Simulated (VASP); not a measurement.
Input of a VASP 6.6.1 run:

Contents of POSCAR:

```
SnTe
1.0
    0.0000000000      3.6111460000      3.6111460000
    3.6111460000      0.0000000000      3.6111460000
    3.6111460000      3.6111460000      0.0000000000
Te Sn
1 1
Direct
    0.2500000000      0.2500000000      0.2500000000
    0.0000000000      0.0000000000      0.0000000000
```

Contents of INCAR.step1:

```
SYSTEM = SnTe
  ALGO = Normal
  EDIFF = 1E-5
  ENCUT = 520
  GGA = PE
  ISIF = 2
  ISMEAR = 0
  LASPH = .True.
  LCHARG = .False.
  LREAL = .False.
  LWAVE = .True.
  NBANDS = 17
  NELM = 60
  PREC = Accurate
  SIGMA = 0.02
```

Contents of INCAR.step2:

```
SYSTEM = SnTe
  ALGO = Normal
  EDIFF = 1E-7
  ENCUT = 520
  ISIF = 2
  ISMEAR = 0
  ISTART = 1
  LASPH = .True.
  LCHARG = .False.
  LREAL = .False.
  LWAVE = .False.
  METAGGA = MBJ
  NBANDS = 17
  NELM = 60
  PREC = Accurate
  SIGMA = 0.02
```

KPOINTS

```
k-points
0
Gamma
  8 8 8
  0 0 0
```

KPOINTS_OPT

```
path GXWKGLUWLK,UX
20
line-mode
reciprocal
 0.0000000000  0.0000000000  0.0000000000  G
 0.5000000000  0.0000000000  0.5000000000  X

 0.5000000000  0.0000000000  0.5000000000  X
 0.5000000000  0.2500000000  0.7500000000  W

 0.5000000000  0.2500000000  0.7500000000  W
 0.3750000000  0.3750000000  0.7500000000  K

 0.3750000000  0.3750000000  0.7500000000  K
 0.0000000000  0.0000000000  0.0000000000  G

 0.0000000000  0.0000000000  0.0000000000  G
 0.5000000000  0.5000000000  0.5000000000  L

 0.5000000000  0.5000000000  0.5000000000  L
 0.6250000000  0.2500000000  0.6250000000  U

 0.6250000000  0.2500000000  0.6250000000  U
 0.5000000000  0.2500000000  0.7500000000  W

 0.5000000000  0.2500000000  0.7500000000  W
 0.5000000000  0.5000000000  0.5000000000  L

 0.5000000000  0.5000000000  0.5000000000  L
 0.3750000000  0.3750000000  0.7500000000  K

 0.6250000000  0.2500000000  0.6250000000  U
 0.5000000000  0.0000000000  0.5000000000  X
```

Potentials or basis: VASP PAW PBE potentials, release 64 (Te, Sn_d).

Launch:

```console
$ cat potpaw_PBE.64/Te/POTCAR potpaw_PBE.64/Sn_d/POTCAR > POTCAR
$ cp INCAR.step1 INCAR
$ mpirun -np 1 vasp_std > vasp.out
$ cp INCAR.step2 INCAR
$ mpirun -np 1 vasp_std > vasp.out
```

(1) Predict the band gap on the k mesh.

(2) Estimate the band gap along the path.

## Answers

(1) 0.54 eV, indirect (least direct gap 1.15 eV).

(2) 0.54 eV, indirect (least direct gap 1.15 eV).

Caveat: spin-orbit coupling is left out, which moves the levels of the heavy elements.
